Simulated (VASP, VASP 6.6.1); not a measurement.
# Lattice constant of rock-salt SnAs: PBEsol with mesh and cutoff checks, compared with r2SCAN and r2SCAN+rVV10

## Experiment

SnAs is a rock-salt metal that superconducts at low temperature. The reference is the cubic lattice parameter of 5.721 ± 0.001 Å, from Rietveld refinement of powder X-ray data on a gently crushed melt-grown crystal ("SnAs: a 4K weak type-II superconductor with non-trivial band topology", 2021, arXiv:2109.10527). A second powder value, on Bridgman-grown crystals ("Electronic Band Structure and Superconducting Properties of SnAs", 2019, arXiv:1910.07426), lies 0.002 Å higher. The cell volume comes from a Rietveld refinement on a crystal made by two-step solid state reaction ("Detailed magneto-heat capacity analysis of SnAs topological superconductor", 2022, arXiv:2202.10664). In a cubic cell it carries the same information as the edge. No temperature is given with the values; I take them as room-temperature data.

| compared with | measured | source's wording or label | method |
| --- | --- | --- | --- |
| lattice constant a of the conventional cell (Å) | 5.721 ± 0.001 | cubic lattice parameter a from Rietveld refinement | powder XRD, Rietveld * |
| volume of the conventional cell (Å³) | 187.255 | conventional cubic cell, 4 formula units | powder XRD, Rietveld refinement |
| lattice constant a of the conventional cell (Å) | 5.723 | cubic lattice parameter | X-ray powder diffraction |

Where a quantity has several values, deviations refer to the one marked *.

Conditions are those given with the value in the passage it was taken from; "not stated" means there, and the paper may say more elsewhere.

## Plan

I want the lattice constant of SnAs within 0.5 % and the cell volume within 1.5 %, which is the same demand cubed. That is about the accuracy a good semilocal functional can reach for a heavy-element solid, and it is strict enough to expose the usual LDA contraction. The calculation is for static nuclei, whereas a room-temperature cell should be larger by a few tenths of a per cent through thermal and zero-point motion; a good static result should therefore fall slightly short of the measured edge.

The model is the two-atom primitive cell, nonmagnetic, without spin-orbit coupling. Rock-salt symmetry fixes the atomic positions, so only the edge is free. The database cell, at 5.754 Å, is itself computed and already longer than the measured one; I stretch it by 3 % in volume and let it relax back. I begin with PBEsol, then test mesh and cutoff towards tighter settings, and finally set one other functional beside it.

System: SnAs; Fm-3m (No. 225), 2 atoms in the cell; conventional a = 5.754 A, from a database of computed structures; structure from the Materials Project.

On the selection of runs and values: 2 further cited values are not listed: repeats, values quoted from earlier work, more than five for one quantity or six quantities, optical onsets of an indirect gap, modes that a denser mesh moves by over 3 %, or quantities that fewer than three runs give. Further runs on this system are not shown.

## 1. PBEsol at a dense mesh

PBEsol was built for equilibrium volumes of solids, and I go to it directly. LDA would probably give too short an edge, and a dispersion term has no obvious job in a dense metal. The Fermi surface calls for a fine mesh from the start, so I use 14x14x14 points at 450 eV and relax twice, so that the basis is rebuilt for the contracted cell. I expect an edge slightly below the measured one.

**Run 1.** VASP 6.6.1: PBEsol; 450 eV, 14x14x14 k mesh; cell and atoms relaxed, relaxed twice.

Key lines of the input:
```
ALGO = Normal
EDIFF = 1E-06
EDIFFG = -0.004
ENCUT = 450
GGA = PS
IBRION = 2
ISIF = 3
ISMEAR = 1
NBANDS = 15
NELM = 100
NSW = 50
PREC = Accurate
SIGMA = 0.15
KPOINTS: Gamma, 14 14 14
PAW data sets: Sn_d As (PBE 64)
```

Command:
```
mpirun -np 4 vasp_std
```

Selected lines of the output:
```
[second pass]
   1 F= -.95475674E+01 E0= -.95479771E+01  d E =-.954757E+01
 reached required accuracy - stopping structural energy minimisation
  external PRESSURE =      -0.1751861 kB  Pullay stress =       0.0000000 kB
     0.000000000  2.858018661  2.858018661    -0.174946373  0.174946373  0.174946373
```

Converged; 1.7 min on 4 cores of AMD EPYC 7R43 64, shared host (all steps together).

| quantity | run 1 | measured | deviation |
| --- | --- | --- | --- |
| lattice constant a of the conventional cell (Å) | 5.716 | 5.721 ± 0.001 | −0.005 (−0.1 %) |
| volume of the conventional cell (Å³) | 186.76 | 187.255 | −0.49 (−0.3 %) |
| space group at the end | Fm-3m |  |  |
| pressure left at the end (GPa) | −0.0175 |  |  |

PBEsol gives 5.716 Å, 0.005 Å below the reference and well inside the target. The second pass met the stopping criterion at its first step (the forces vanish by symmetry here, so it is the stress that decides), so the relaxation itself is settled. That says little about the basis or the sampling of the Fermi surface, which need runs of their own.

## 2. Tighter mesh and higher cutoff

I raise the mesh to 20x20x20 at the same cutoff, and separately the cutoff to 600 eV at the same mesh, so that each effect can be read alone. With this many points already in a small metallic cell, I expect both changes to stay far below the half per cent I allow.

**Run 2.** VASP 6.6.1: PBEsol; 450 eV, 20x20x20 k mesh; cell and atoms relaxed, relaxed twice.

Key lines of the input, as changed from run 1:
```diff
- KPOINTS: Gamma, 14 14 14
+ KPOINTS: Gamma, 20 20 20
```

Selected lines of the output:
```
  volume of cell :       46.70
     0.000000000  2.858266290  2.858266290    -0.174931217  0.174931217  0.174931217
```

Converged; 3.8 min of wall time (all steps together).

**Run 3.** VASP 6.6.1: PBEsol; 600 eV, 14x14x14 k mesh; cell and atoms relaxed, relaxed twice.

Key lines of the input, as changed from run 1:
```diff
- ENCUT = 450
+ ENCUT = 600
```

Selected lines of the output:
```
  volume of cell :       46.69
    -0.000000000  2.857946873  2.857946873    -0.174950768  0.174950768  0.174950768
```

Converged; 3.5 min of wall time (all steps together).

| quantity | run 2 | run 3 | measured |
| --- | --- | --- | --- |
| lattice constant a of the conventional cell (Å) | 5.717 | 5.716 | 5.721 ± 0.001 |
| volume of the conventional cell (Å³) | 186.81 | 186.75 | 187.255 |
| space group at the end | Fm-3m | Fm-3m |  |
| pressure left at the end (GPa) | −0.0163 | −0.0052 |  |

Tightening either setting makes no difference at this accuracy. The denser mesh and the higher cutoff each leave the edge within 0.001 Å of the first run, a shift too small to separate from the point at which a relaxation happens to stop. The PBEsol value therefore stands at 5.716 to 5.717 Å, and its small shortfall against experiment is not cured by tightening either setting.

## 3. r2SCAN for scale

I want one functional of a different construction beside PBEsol, to see how much the edge depends on that choice. r2SCAN, a meta-GGA, is more informative here than LDA, whose contraction is a familiar error. I keep 450 eV and the 14x14x14 mesh, and expect an edge somewhat longer than that of PBEsol.

**Run 4.** VASP 6.6.1: r2SCAN; 450 eV, 14x14x14 k mesh; cell and atoms relaxed, relaxed twice, LASPH on.

Key lines of the input, as changed from run 1:
```diff
- GGA = PS
+ LASPH = .TRUE.
+ METAGGA = R2SCAN
```

Selected lines of the output:
```
 reached required accuracy - stopping structural energy minimisation
  volume of cell :       47.56
     0.000000000  2.875562306  2.875562306    -0.173879035  0.173879035  0.173879035
```

Converged; 15 min of wall time (all steps together).

| quantity | run 4 | measured | deviation |
| --- | --- | --- | --- |
| lattice constant a of the conventional cell (Å) | 5.751 | 5.721 ± 0.001 | +0.030 (+0.5 %) |
| volume of the conventional cell (Å³) | 190.22 | 187.255 | +2.97 (+1.6 %) |
| space group at the end | Fm-3m |  |  |
| pressure left at the end (GPa) | −0.0094 |  |  |

r2SCAN gives 5.751 Å, 0.035 Å longer than the 5.716 Å of PBEsol in run 1 at the same cutoff and mesh (LASPH is also switched on here, and its share of the shift was not examined). The direction is what I expected. Against the reference both edge and volume fall just outside the target, so r2SCAN narrowly misses it. The second powder value, 0.002 Å higher, would bring the edge just inside, which shows how thin the margin is, but it does not change the call against the reference. The sign is less favourable than the size: a static cell should be shorter than the measured one, and this one is longer.

## 4. Nonlocal correlation added to r2SCAN

Missing dispersion between the large, polarisable ions could account for part of the overlong r2SCAN edge. Adding rVV10 at unchanged cutoff and mesh tests this directly. The added attraction should shorten the edge; whether it does so enough to bring it below experiment is the question.

**Run 5.** VASP 6.6.1: r2SCAN + rVV10; 450 eV, 14x14x14 k mesh; cell and atoms relaxed, relaxed twice, LASPH on.

Key lines of the input, as changed from run 4:
```diff
+ BPARAM = 11.95
+ CPARAM = 0.0093
+ IVDW_NL = 2
+ LUSE_VDW = .TRUE.
```

Selected lines of the output:
```
 reached required accuracy - stopping structural energy minimisation
  volume of cell :       47.03
     2.864966311  0.000000000  2.864966311     0.174522122 -0.174522122  0.174522122
```

Converged; 5.7 min of wall time (all steps together).

| quantity | run 5 | measured | deviation |
| --- | --- | --- | --- |
| lattice constant a of the conventional cell (Å) | 5.730 | 5.721 ± 0.001 | +0.009 (+0.2 %) |
| volume of the conventional cell (Å³) | 188.13 | 187.255 | +0.87 (+0.5 %) |
| space group at the end | Fm-3m |  |  |
| pressure left at the end (GPa) | 0.0247 |  |  |

With rVV10 the r2SCAN edge shortens by 0.021 Å to 5.730 Å, which brings both edge and volume inside the target. The added attraction acts in the direction I expected, but it does not bring the edge below experiment: the static cell is still 0.009 Å too long, and thermal and zero-point expansion would widen that gap. The run shows that nonlocal correlation of this form has a visible effect on the edge even in this dense metal. It does not prove that missing dispersion is what makes plain r2SCAN too long, since an attractive term would shorten an overlong cell whatever the origin of the error. Mesh and cutoff were not varied with either r2SCAN level.

## Summary of runs

| run | settings | lattice constant a of the conventional cell (Å) | deviation | volume of the conventional cell (Å³) | deviation | cost |
| --- | --- | --- | --- | --- | --- | --- |
| 1 | PBEsol, 450 eV, 14x14x14 k mesh | 5.716 | −0.005 (−0.1 %) | 186.76 | −0.49 (−0.3 %) | 6.8 core-min |
| 2 | PBEsol, 450 eV, 20x20x20 k mesh | 5.717 | −0.004 (−0.1 %) | 186.81 | −0.45 (−0.2 %) | 15 core-min |
| 3 | PBEsol, 600 eV, 14x14x14 k mesh | 5.716 | −0.005 (−0.1 %) | 186.75 | −0.51 (−0.3 %) | 14 core-min |
| 4 | r2SCAN, 450 eV, 14x14x14 k mesh, LASPH on | 5.751 | +0.030 (+0.5 %) | 190.22 | +2.97 (+1.6 %) | 59 core-min |
| 5 | r2SCAN + rVV10, 450 eV, 14x14x14 k mesh, LASPH on | 5.730 | +0.009 (+0.2 %) | 188.13 | +0.87 (+0.5 %) | 23 core-min |
|  | measured | 5.721 ± 0.001 |  | 187.255 |  |  |

## Verdict

PBEsol meets the target. At 450 eV and a 14x14x14 mesh it gives an edge of 5.716 Å, 0.1 % below the reference, and a volume 0.3 % below the measured one, for 6.8 core-minutes. The denser mesh and the higher cutoff changed the edge by no more than 0.001 Å. They did not improve the result, but they let me rest the call on it.

The agreement is a little better than the physics warrants. Thermal and zero-point expansion, roughly a few tenths of a per cent in length, is missing from the calculation and would probably carry the PBEsol edge from slightly short to slightly long. I estimate that it would still lie within half a per cent, but I did not calculate the expansion.

The r2SCAN comparison showed that the choice of functional matters far more than the numerical settings I varied. Plain r2SCAN is 0.5 % too long, and 1.6 % too large in volume, a narrow miss of the target against the reference. Adding rVV10 brings it to 0.2 % too long, inside the target. For both, the missing expansion would add to the error: it would widen the miss of plain r2SCAN and could use up much of the margin left with rVV10. The shortening by rVV10 is a real effect of the added attraction, but it does not identify the origin of the r2SCAN error.

Spin-orbit coupling, which affects the bands of SnAs, was left out, and neither its influence on the edge nor that of the smearing was tested. Nor did I try other potentials. Mesh and cutoff were checked for PBEsol only, so the r2SCAN values carry less assurance.

[Logs are printed without paths, hosts, clocks, repeated set-up lines and the standing remarks that a program may print on its own settings, such as how far it seeks lower states.]

[The runs shown are a pick from a larger set of finished runs; failed, doubtful and other runs were left out of it ahead of writing. So were measured values far from every level or from commonly accepted values, and agreement can look better than it is. Lines of input and output are excerpts and may be shortened.]
